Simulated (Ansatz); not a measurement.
LaAlO3:
```cif
data_Al6La6O18
_chemical_formula_sum 'La6 Al6 O18'
_space_group_name_H-M_alt 'R-3c :H'
_space_group_IT_number 167
_space_group_name_Hall '-R 3 2"c'
_cell_length_a 5.30171
_cell_length_b 5.30171
_cell_length_c 12.93442
_cell_angle_alpha 90.000
_cell_angle_beta 90.000
_cell_angle_gamma 120.000
loop_
_atom_site_label
_atom_site_type_symbol
_atom_site_symmetry_multiplicity
_atom_site_Wyckoff_symbol
_atom_site_fract_x
_atom_site_fract_y
_atom_site_fract_z
_atom_site_occupancy
La1 La 6 a 0.00000 0.00000 0.25000 1
Al1 Al 6 b 0.00000 0.00000 0.00000 1
O1 O 18 e 0.46896 0.46896 0.25000 1
```
(The calculation used a cell of 10 atoms; values per cell refer to that cell.)

Relaxed with LDA.

Q: Decompose the optical modes at the zone centre into irreducible representations, and say which are infrared and Raman allowed.

A: Point group -3m: Γ_opt = A1g + 2A1u + 3A2g + 3A2u + 4Eg + 5Eu. Infrared: A2u, Eu. Raman: A1g, Eg.

Q: Assign frequencies (DFPT, plane-wave PAW LDA (Ansatz code); without the LO–TO term).

A: Eg 26, A2g 144, Eg 155, A1g 162, A2u 171, Eu 189, Eu 298, A1u 344, A2u 422, Eu 427, A2g 455, Eg 472, Eg 493, Eu 501, A1u 503, A2u 661, Eu 672, A2g 776 cm⁻¹.

The cell was relaxed with LDA under the symmetry of its start; phonons on a q-mesh show weakly imaginary modes. Scalar-relativistic: spin–orbit coupling is off unless named, which matters more the heavier the elements.

Potentials: the later of the program's two PAW sets.
